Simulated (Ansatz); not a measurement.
## CuO: band structure with LDA

The system is CuO.

```
Cu O
1.0
    -2.34185    1.71130    0.00000
     0.85003    0.00000   -5.05787
    -2.34185   -5.13390    0.00000
Cu O
4 4
Cartesian
  -1.1500 -0.8247 -0.0030
  -3.4919 -2.5360 -0.0030
  -3.0669 -0.8247 -2.5320
  -3.0669 -4.2473 -2.5320
  -1.6834 -0.2483 -3.7964
  -1.6834 -3.6709 -3.7964
  -2.1084 0.3103 -1.2675
  -2.2756 -3.3602 -1.2432
```

- Program: Ansatz 0.2.0
- Task: band structure
- Functional: LDA
- Potentials or basis: Ansatz PAW
- Cutoff: 420 eV (not typed: the program's choice for these potentials)
- k mesh: 9 × 5 × 5
- Occupations: fermi-dirac, width 0.05 eV
- Spin: no spin polarisation
- Path: [["X", "G", "Y"], ["L", "G", "Z"], ["N", "G", "M"], ["R", "G"]]
- Points for each segment of the path: 10

```
Pressure               : -6.5 GPa
Largest force          : 2.318 eV/Å
Band gap on the k mesh : none (metal or under the smearing width)
```

Forces on the atoms (eV/Å):
```
Cu  -0.016  0.059 -0.026
Cu  -0.236 -0.590  0.295
Cu  -0.296 -0.202  0.281
Cu  -0.991 -1.245 -1.322
O    0.160  0.556 -0.161
O    0.199  0.695  0.241
O   -0.376 -0.852  0.014
O    1.557  1.578  0.677
```

Stress tensor (GPa, compression positive):
```
-8.37  1.32  2.29
 1.32 -3.17  1.81
 2.29  1.81 -7.92
```

Levels at the corners of the path, in eV from the Fermi level:
```csv
point,band 47,band 48,band 49,band 50,band 51,band 52
X,-1.59,-1.51,-0.14,0.06,0.51,0.73
Γ,-1.48,-1.40,0.10,0.21,0.32,0.96
Y,-1.50,-1.39,-0.12,0.21,0.29,0.77
L,-1.49,-1.35,-0.94,-0.82,0.45,0.58
Γ,-1.48,-1.40,0.10,0.21,0.32,0.96
Z,-1.54,-1.29,-0.45,-0.25,-0.10,0.09
N,-1.34,-1.25,-0.48,-0.40,-0.05,0.67
Γ,-1.48,-1.40,0.10,0.21,0.32,0.96
M,-1.28,-1.11,-0.95,-0.80,0.52,0.93
R,-1.38,-1.18,-0.71,-0.09,0.34,1.15
Γ,-1.48,-1.40,0.10,0.21,0.32,0.96
```

It took 32 s on 4 threads of Arm Neoverse V2, on a shared host, peak memory 0.81 GiB.

Caveat: the pressure holds a Pulay correction of +0.9 GPa for the finite cutoff; the run has no spin polarisation, though such a crystal can be magnetic; semilocal functionals often make such compounds metallic where correlation or magnetic order opens a gap, which also shifts bond lengths; the PAW data sets come from PBE, with cores solved anew for the run's functional, which leaves a small shift of forces and pressure; forces of over 1 eV/Å show positions far from the minimum, so gaps and moduli don't describe the material at rest. With open d or f shells a metallic result of LDA can be an artefact of self-interaction; +U or a hybrid may open a gap.
